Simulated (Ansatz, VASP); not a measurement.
# C (Diamond) in two plane-wave programs, part 2 of 3

One calculation is typed for both programs; each brings its own data sets and cutoff. How far apart do they land? The cell is taken from a series of VASP runs on this material, whose earlier steps may have relaxed, scaled or displaced it; both programs get it as it stands.

VASP 6.6.1 and Ansatz 0.2.0.

So far: The structure; Ansatz: zone-centre phonons, PBE.

## Step 3: VASP: zone-centre phonons, PBE

Level of this step: PBE; plane waves and PAW (C) (VASP).

The same cell, functional and mesh now go to VASP, with its own data sets and cutoff.

Lines of VASP's logs that name or quote its potential files are left out, and so is its time.

INCAR

```
SYSTEM = C
PREC = Accurate
ENCUT = 520
EDIFF = 1E-08
NELM = 100
ISMEAR = 0
SIGMA = 0.03
LREAL = .FALSE.
ALGO = Normal
GGA = PE
NBANDS = 10
LORBIT = 11
LWAVE = .FALSE.
LCHARG = .FALSE.
KPAR = 8
IBRION = 8
LEPSILON = .TRUE.
LPEAD = .TRUE.
ISIF = 2
```

POSCAR

```
C
1.0
    0.0000000000      1.7867098356      1.7867098356
    1.7867098356      0.0000000000      1.7867098356
    1.7867098356      1.7867098356      0.0000000000
C
2
Direct
    0.7500000000      0.7500000000      0.7500000000
    0.5000000000      0.5000000000      0.5000000000
```

KPOINTS

```
Automatic mesh
0
Gamma
14 14 14
0 0 0
```

Potentials, in the order of the species: C (PBE family, release 64).

Launch:

```
$ mpirun -np 8 vasp_std
```

Numbers of over 12 decimals in the logs are rounded to 6 here.

Log:

```text
[banner, memory and clock lines left out]
running    8 mpi-ranks, on    1 nodes
 distrk:  each k-point on    1 cores,    8 groups
 distr:  one band on    1 cores,    1 groups

 POSCAR found type information on POSCAR C
 POSCAR found :  1 types and       2 ions
|                                                                             |
|           W    W    AA    RRRRR   N    N  II  N    N   GGGG   !!!           |
|           W    W   A  A   R    R  NN   N  II  NN   N  G    G  !!!           |
|           W    W  A    A  R    R  N N  N  II  N N  N  G       !!!           |
|           W WW W  AAAAAA  RRRRR   N  N N  II  N  N N  G  GGG   !            |
|           WW  WW  A    A  R   R   N   NN  II  N   NN  G    G                |
|           W    W  A    A  R    R  N    N  II  N    N   GGGG   !!!           |
|                                                                             |
|     For optimal performance we recommend to set                             |
|       NCORE = 2 up to number-of-cores-per-socket                            |
|     NCORE specifies how many cores store one orbital (NPAR=cpu/NCORE).      |
|     This setting can greatly improve the performance of VASP for DFT.       |
|     The default, NCORE=1 might be grossly inefficient on modern             |
|     multi-core architectures or massively parallel machines. Do your        |
|     Unfortunately you need to use the default for GW and RPA                |
|     calculations (for HF NCORE is supported but not extensively tested      |
|     yet).                                                                   |
|                                                                             |

 LDA part: xc-table for (Slater+PW92), standard interpolation
 POSCAR, INCAR and KPOINTS ok, starting setup
 FFT: planning ... GRIDC
 FFT: planning ... GRID_SOFT
 FFT: planning ... GRID
 WAVECAR not read
 entering main loop
       N       E                     dE             d eps       ncg     rms          rms(c)
DAV:   1    -0.121875201296E+01   -0.12188E+01   -0.47534E+03  2252   0.760E+02
DAV:   2    -0.185238519745E+02   -0.17305E+02   -0.16685E+02  2822   0.125E+02
DAV:   3    -0.188132564501E+02   -0.28940E+00   -0.28866E+00  2444   0.125E+01
DAV:   4    -0.188138415000E+02   -0.58505E-03   -0.58501E-03  2268   0.628E-01
DAV:   5    -0.188138422283E+02   -0.72827E-06   -0.72824E-06  2390   0.210E-02    0.552E+00
DAV:   6    -0.183426455665E+02    0.47120E+00   -0.26285E-01  2180   0.384E+00    0.330E+00
DAV:   7    -0.181840454241E+02    0.15860E+00   -0.31798E-01  2258   0.428E+00    0.751E-01
DAV:   8    -0.181857817276E+02   -0.17363E-02   -0.77053E-03  2182   0.704E-01    0.433E-02
DAV:   9    -0.181858172377E+02   -0.35510E-04   -0.66079E-05  2552   0.693E-02    0.237E-02
DAV:  10    -0.181858371274E+02   -0.19890E-04   -0.15770E-05  2164   0.381E-02    0.505E-03
DAV:  11    -0.181858371710E+02   -0.43636E-07   -0.20735E-07  2656   0.445E-03    0.664E-04
DAV:  12    -0.181858371301E+02    0.40930E-07   -0.20092E-08  2212   0.152E-03    0.207E-04
DAV:  13    -0.181858371265E+02    0.36076E-08   -0.53278E-10  1190   0.207E-04
   1 F= -.18185837E+02 E0= -.18185837E+02  d E =-.319882E-38
 Linear response reoptimize wavefunctions to high precision
DAV:   1    -0.181858371289E+02   -0.24011E-08   -0.31223E-11  1408   0.606E-05
DAV:   2    -0.181858371289E+02    0.81286E-11   -0.13149E-12  1084   0.110E-05
 Linear response to external field (no local field effect), progress :
  Direction:   1
       N       E                     dE             d eps       ncg     rms          rms(c)
RMM:   1    -0.184449579222E+00   -0.18445E+00   -0.68664E-01  1248   0.229E+00
RMM:   2    -0.188743353671E+00   -0.42938E-02   -0.10768E-03  1248   0.270E-01
RMM:   3    -0.188747604377E+00   -0.42507E-05   -0.32109E-06  1245   0.111E-02
RMM:   4    -0.188747623473E+00   -0.19096E-07   -0.12715E-08  1117   0.730E-04
RMM:   5    -0.188747623534E+00   -0.61797E-10   -0.14490E-10   230   0.484E-05
 change of polarisation eV/A/(eV/A) component  1 :     0.377     0.169     0.048
 dielectric tensor                  component  1 :     6.988     2.685     0.765
 Linear response to external field (no local field effect), progress :
  Direction:   2
       N       E                     dE             d eps       ncg     rms          rms(c)
RMM:   1    -0.182146055200E+00   -0.18215E+00   -0.66095E-01  1248   0.231E+00
RMM:   2    -0.186359436891E+00   -0.42134E-02   -0.10484E-03  1248   0.272E-01
RMM:   3    -0.186363542519E+00   -0.41056E-05   -0.33384E-06  1245   0.111E-02
RMM:   4    -0.186363563716E+00   -0.21197E-07   -0.13524E-08  1121   0.783E-04
RMM:   5    -0.186363563787E+00   -0.71472E-10   -0.91422E-11   234   0.490E-05
 change of polarisation eV/A/(eV/A) component  2 :     0.169     0.373    -0.065
 dielectric tensor                  component  2 :     2.685     6.912    -1.025
 Linear response to external field (no local field effect), progress :
  Direction:   3
       N       E                     dE             d eps       ncg     rms          rms(c)
RMM:   1    -0.919692976125E-01   -0.91969E-01   -0.33197E-01  1220   0.171E+00
RMM:   2    -0.942830326120E-01   -0.23137E-02   -0.52975E-04  1248   0.192E-01
RMM:   3    -0.942850470903E-01   -0.20145E-05   -0.15220E-06  1247   0.834E-03
RMM:   4    -0.942850554282E-01   -0.83379E-08   -0.54770E-09  1087   0.574E-04
 change of polarisation eV/A/(eV/A) component  3 :     0.048    -0.065     0.189
 dielectric tensor                  component  3 :     0.765    -1.025     3.991
 Linear response to external field, progress :
  Direction:   1
       N       E                     dE             d eps       ncg     rms          rms(c)
RMM:   1    -0.152847863339E+00   -0.15285E+00   -0.55985E-01  2900   0.210E+00
RMM:   2    -0.156439606696E+00   -0.35917E-02   -0.88422E-04  2928   0.245E-01    0.714E-01
RMM:   3    -0.155287698877E+00    0.11519E-02   -0.65554E-04  7315   0.202E-01    0.422E-01
RMM:   4    -0.162571080960E+00   -0.72834E-02   -0.10244E-03  7973   0.261E-01    0.355E-02
RMM:   5    -0.163208652220E+00   -0.63757E-03   -0.14788E-05  7456   0.306E-02    0.406E-03
RMM:   6    -0.163240047119E+00   -0.31395E-04   -0.13998E-07  7906   0.352E-03    0.214E-03
RMM:   7    -0.163262154296E+00   -0.22107E-04   -0.12145E-07  7702   0.342E-03    0.147E-04
RMM:   8    -0.163262302660E+00   -0.14836E-06   -0.17638E-10  7426   0.105E-04    0.420E-05
RMM:   9    -0.163262299700E+00    0.29599E-08   -0.89757E-11  7045   0.791E-05    0.178E-06
 change of polarisation eV/A/(eV/A) component  1 :     0.304     0.093     0.035
 dielectric tensor                  component  1 :     5.829     1.469     0.553
 Linear response to external field, progress :
  Direction:   2
       N       E                     dE             d eps       ncg     rms          rms(c)
RMM:   1    -0.152853777272E+00   -0.15285E+00   -0.55982E-01  2900   0.210E+00
RMM:   2    -0.156470236841E+00   -0.36165E-02   -0.88565E-04  2928   0.245E-01    0.714E-01
RMM:   3    -0.155319168225E+00    0.11511E-02   -0.65510E-04  7315   0.202E-01    0.422E-01
RMM:   4    -0.162602121276E+00   -0.72830E-02   -0.10239E-03  7971   0.261E-01    0.355E-02
RMM:   5    -0.163239336680E+00   -0.63722E-03   -0.14789E-05  7457   0.306E-02    0.405E-03
RMM:   6    -0.163270900298E+00   -0.31564E-04   -0.13934E-07  7911   0.352E-03    0.214E-03
RMM:   7    -0.163292985930E+00   -0.22086E-04   -0.12142E-07  7709   0.342E-03    0.147E-04
RMM:   8    -0.163293141638E+00   -0.15571E-06   -0.15007E-10  7423   0.105E-04    0.420E-05
RMM:   9    -0.163293135820E+00    0.58178E-08   -0.58082E-11  7048   0.789E-05    0.178E-06
 change of polarisation eV/A/(eV/A) component  2 :     0.075     0.305     0.005
 dielectric tensor                  component  2 :     1.197     5.830     0.074
 Linear response to external field, progress :
  Direction:   3
       N       E                     dE             d eps       ncg     rms          rms(c)
RMM:   1    -0.152857177415E+00   -0.15286E+00   -0.55986E-01  2900   0.210E+00
RMM:   2    -0.156469835984E+00   -0.36127E-02   -0.88516E-04  2928   0.245E-01    0.714E-01
RMM:   3    -0.155318824533E+00    0.11510E-02   -0.65405E-04  7315   0.202E-01    0.422E-01
RMM:   4    -0.162601826425E+00   -0.72830E-02   -0.10227E-03  7971   0.261E-01    0.355E-02
RMM:   5    -0.163238917035E+00   -0.63709E-03   -0.14780E-05  7459   0.306E-02    0.405E-03
RMM:   6    -0.163270500808E+00   -0.31584E-04   -0.13892E-07  7911   0.352E-03    0.215E-03
RMM:   7    -0.163292588070E+00   -0.22087E-04   -0.12147E-07  7704   0.342E-03    0.147E-04
RMM:   8    -0.163292747076E+00   -0.15901E-06   -0.15144E-10  7420   0.104E-04    0.419E-05
RMM:   9    -0.163292740098E+00    0.69781E-08   -0.58653E-11  7054   0.788E-05    0.177E-06
 change of polarisation eV/A/(eV/A) component  3 :     0.015     0.062     0.305
 dielectric tensor                  component  3 :     0.245     0.982     5.830
 Linear response DOF=           1
 Linear response progress:
  Degree of freedom:   1/  1
       N       E                     dE             d eps       ncg     rms          rms(c)
RMM:   1    -0.119788158559E+00   -0.11979E+00   -0.14662E-02 20540   0.205E+00
RMM:   2    -0.110694878864E+00    0.90933E-02   -0.96154E-04 13033   0.389E-01    0.175E-01
RMM:   3    -0.111037148994E+00   -0.34227E-03   -0.42943E-05 12863   0.991E-02    0.972E-02
RMM:   4    -0.111803981438E+00   -0.76683E-03   -0.10142E-04 12776   0.105E-01    0.138E-02
RMM:   5    -0.111750402706E+00    0.53579E-04    0.15704E-05 13919   0.152E-02    0.105E-03
RMM:   6    -0.111750297504E+00    0.10520E-06    0.21586E-06 13983   0.976E-04    0.548E-04
RMM:   7    -0.111746868190E+00    0.34293E-05    0.80263E-07 14128   0.579E-04    0.716E-05
RMM:   8    -0.111746984437E+00   -0.11625E-06   -0.21613E-09 14490   0.886E-05    0.150E-05
RMM:   9    -0.111746809443E+00    0.17499E-06   -0.61790E-09 14716   0.281E-05    0.406E-06
RMM:  10    -0.111746816092E+00   -0.66488E-08    0.54928E-09 13199   0.118E-05    0.354E-07
 first order change of Fermi-energy   0.37299E-04
 force on displaced ion       1 direction 1 : -36.895   0.000   0.000
 Born effective charge ion    1 direction 1 :  -0.001   0.000   0.000
 Born effective charges drift removed
 Linear response finished
```

OUTCAR, selected parts (step 3):

```text
ion  position               nearest neighbor table
   1  0.750  0.750  0.750-   2 1.55   2 1.55   2 1.55   2 1.55
   2  0.500  0.500  0.500-   1 1.55   1 1.55   1 1.55   1 1.55

  LATTYP: Found a face centered cubic cell.
 ALAT       =     3.5734196712

 Subroutine GETGRP returns: Found 48 space group operations
 (whereof 24 operations were pure point group operations)

The static configuration has the point symmetry T_d .
 The point group associated with its full space group is O_h .

 Found    104 irreducible k-points:

   k-points           NKPTS =    104   k-points in BZ     NKDIM =    104   number of bands    NBANDS=     10

   dimension x,y,z NGX =    20 NGY =   20 NGZ =   20
   dimension x,y,z NGXF=    40 NGYF=   40 NGZF=   40

   ENCUT  =  520.0 eV  38.22 Ry    6.18 a.u.   4.70  4.70  4.70*2*pi/ulx,y,z

   NELECT =       8.0000    total number of electrons

 k-points in reciprocal lattice and weights: Automatic mesh
   0.00000000  0.00000000  0.00000000       0.000
   0.07142857  0.00000000  0.00000000       0.003
   0.14285714  0.00000000  0.00000000       0.003
   0.21428571  0.00000000  0.00000000       0.003
   0.28571429  0.00000000  0.00000000       0.003
   0.35714286  0.00000000  0.00000000       0.003
   0.42857143  0.00000000  0.00000000       0.003
   0.50000000  0.00000000  0.00000000       0.001
   0.07142857  0.07142857  0.00000000       0.002
[...]
-0.28571429  0.42857143  0.21428571       0.009
  -0.28571429  0.50000000  0.21428571       0.004

 average (electrostatic) potential at core
       1 -45.4634       2 -45.4634

  Total       -0.0003806     -0.0003806     -0.0003806      0.0000000     -0.0000000     -0.0000000
  in kB       -0.0534508     -0.0534508     -0.0534508      0.0000000     -0.0000000     -0.0000000
  external PRESSURE =      -0.0534508 kB  Pullay stress =       0.0000000 kB

  energy-cutoff  :      520.00
  volume of cell :       11.41
      direct lattice vectors                 reciprocal lattice vectors
     0.000000000  1.786709836  1.786709836    -0.279843985  0.279843985  0.279843985
     1.786709836  0.000000000  1.786709836     0.279843985 -0.279843985  0.279843985
     1.786709836  1.786709836  0.000000000     0.279843985  0.279843985 -0.279843985

 POSITION                                       TOTAL-FORCE (eV/Angst)
 -----------------------------------------------------------------------------------
      2.68006      2.68006      2.68006        -0.000000     -0.000000     -0.000000
      1.78671      1.78671      1.78671         0.000000      0.000000      0.000000
 -----------------------------------------------------------------------------------
    total drift:                                0.000000     -0.000000      0.000000

 MACROSCOPIC STATIC DIELECTRIC TENSOR (including local field effects in DFT)
 ------------------------------------------------------
           5.829968     0.000000     0.000000
           0.000000     5.829968    -0.000000
           0.000000     0.000000     5.829968
 ------------------------------------------------------

 PIEZOELECTRIC TENSOR (including local field effects)  for field in x, y, z        (C/m^2)
          XX          YY          ZZ          XY          YZ          ZX
  --------------------------------------------------------------------------------
  x     0.00000    -0.00000    -0.00000     0.00000    -0.00000     0.00000
  y     0.00000    -0.00000     0.00000     0.00000     0.00000    -0.00000
  z     0.00000     0.00000     0.00000    -0.00000     0.00000     0.00000

 BORN EFFECTIVE CHARGES (including local field effects) (in |e|, cummulative output)
 ---------------------------------------------------------------------------------
 ion    1
    1     0.00000     0.00000    -0.00000
    2    -0.00000     0.00000    -0.00000
    3    -0.00000     0.00000     0.00000
 ion    2
    1    -0.00000    -0.00000     0.00000
    2     0.00000    -0.00000     0.00000
    3     0.00000    -0.00000    -0.00000

 Eigenvectors and eigenvalues of the dynamical matrix
 ----------------------------------------------------

   1 f  =   38.748947 THz   243.466812 2PiTHz 1292.525732 cm-1   160.252695 meV
             X         Y         Z           dx          dy          dz
      2.680065  2.680065  2.680065     0.707107    0.000000    0.000000
      1.786710  1.786710  1.786710    -0.707107    0.000000    0.000000

   2 f  =   38.748947 THz   243.466812 2PiTHz 1292.525732 cm-1   160.252695 meV
             X         Y         Z           dx          dy          dz
      2.680065  2.680065  2.680065     0.000000   -0.285855   -0.646751
      1.786710  1.786710  1.786710     0.000000    0.285855    0.646751

   3 f  =   38.748947 THz   243.466812 2PiTHz 1292.525732 cm-1   160.252695 meV
             X         Y         Z           dx          dy          dz
      2.680065  2.680065  2.680065     0.000000   -0.646751    0.285855
      1.786710  1.786710  1.786710     0.000000    0.646751   -0.285855

   4 f  =    0.000000 THz     0.000003 2PiTHz    0.000013 cm-1     0.000002 meV
             X         Y         Z           dx          dy          dz
      2.680065  2.680065  2.680065     0.000000   -0.303663    0.638584
      1.786710  1.786710  1.786710     0.000000   -0.303663    0.638584

   5 f  =    0.000000 THz     0.000000 2PiTHz    0.000000 cm-1     0.000000 meV
             X         Y         Z           dx          dy          dz
      2.680065  2.680065  2.680065     0.707107    0.000000    0.000000
      1.786710  1.786710  1.786710     0.707107    0.000000    0.000000

   6 f/i=    0.000000 THz     0.000001 2PiTHz    0.000007 cm-1     0.000001 meV
             X         Y         Z           dx          dy          dz
      2.680065  2.680065  2.680065     0.000000    0.638584    0.303663
      1.786710  1.786710  1.786710     0.000000    0.638584    0.303663

 MACROSCOPIC STATIC DIELECTRIC TENSOR IONIC CONTRIBUTION
 ------------------------------------------------------
           0.000000     0.000000    -0.000000
           0.000000     0.000000     0.000000
          -0.000000     0.000000     0.000000
 ------------------------------------------------------

 ELASTIC MODULI CONTR FROM IONIC RELAXATION (kBar)
 Direction    XX          YY          ZZ          XY          YZ          ZX
 --------------------------------------------------------------------------------
 XX           0.0000      0.0000      0.0000      0.0000      0.0000      0.0000
 YY           0.0000      0.0000      0.0000      0.0000      0.0000      0.0000
 ZZ           0.0000      0.0000      0.0000      0.0000      0.0000      0.0000
 XY           0.0000      0.0000      0.0000    -31.1328      0.0000      0.0000
 YZ           0.0000      0.0000      0.0000      0.0000    -31.1328      0.0000
 ZX           0.0000      0.0000      0.0000      0.0000      0.0000    -31.1328
 --------------------------------------------------------------------------------

 PIEZOELECTRIC TENSOR IONIC CONTR  for field in x, y, z        (C/m^2)
          XX          YY          ZZ          XY          YZ          ZX
  --------------------------------------------------------------------------------
  x     0.00000     0.00000     0.00000     0.00000    -0.00000    -0.00000
  y     0.00000     0.00000     0.00000     0.00000     0.00000    -0.00000
  z     0.00000     0.00000     0.00000    -0.00000     0.00000    -0.00000
```

The gap is read on the k-mesh alone, so it is an upper bound where the band edges lie off the mesh. Energies printed during the response cycles are not total energies of the cell.

## Step 4: Comparison

Known differences besides the potentials themselves: the cutoff is 420 eV in Ansatz and 520 eV in VASP; VASP leaves aspherical gradient terms in its spheres out (LASPH is not set), Ansatz keeps them. Total energies have different zeros and are not compared.

The two programs side by side:

```csv
quantity,Ansatz,VASP,difference
ε∞ xx,5.85,5.83,+0.38 %
ε∞ yy,5.85,5.83,+0.38 %
ε∞ zz,5.85,5.83,+0.38 %
Born charge of C1 (mean of the diagonal) (e),0.00,0.00,0.00
optical mode 1 to 3 (cm⁻¹),1288.0,1292.5,-0.35 %
```

Modes are paired by rising frequency and degeneracy, not by their patterns, so a pair may still set unlike modes beside each other.

(Part 2 of 3 ends here.)

[Lines on the potential files, build, host, timing and source positions are cut from VASP's logs without a mark.]

[Logs are printed without paths, hosts, clocks, repeated set-up lines and the standing remarks that a program may print on its own settings, such as how far it seeks lower states.]

[Hosts, paths, dates, database ids (printed as entryN), source tags and the programs' standing remarks are cut or masked in the printed files.]
